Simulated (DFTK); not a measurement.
HgTe (Coloradoite):

```xyz
2
Lattice="0.0000 3.2145 3.2145 3.2145 0.0000 3.2145 3.2145 3.2145 0.0000" Properties=species:S:1:pos:R:3 pbc="T T T"
Hg    0.0000    0.0000    0.0000
Te    4.8217    4.8217    4.8217
```

Base run:

```yaml
Program: DFTK 0.8.2
Functional: PBE
Potentials_or_basis: dojo.nc.sr.pbe.v0_4_1.standard.upf (PBE)
Cutoff: 1088 eV
k_mesh: 7 × 7 × 7
Occupations: fermi-dirac, width 0.05 eV
Spin: no spin polarisation
```

Its results: band gap on the k mesh none (metal or under the smearing width); pressure 4.6 GPa.

Question: The run is repeated on the same cell with these changes: functional from PBE to PBEsol; potentials or basis from dojo.nc.sr.pbe.v0_4_1.standard.upf (PBE) to dojo.nc.sr.pbesol.v0_4_1.standard.upf (PBEsol). What comes out?

Answer: Band gap on the k mesh none (metal or under the smearing width); pressure 1.8 GPa.

Not every run made on this cell is shown here.
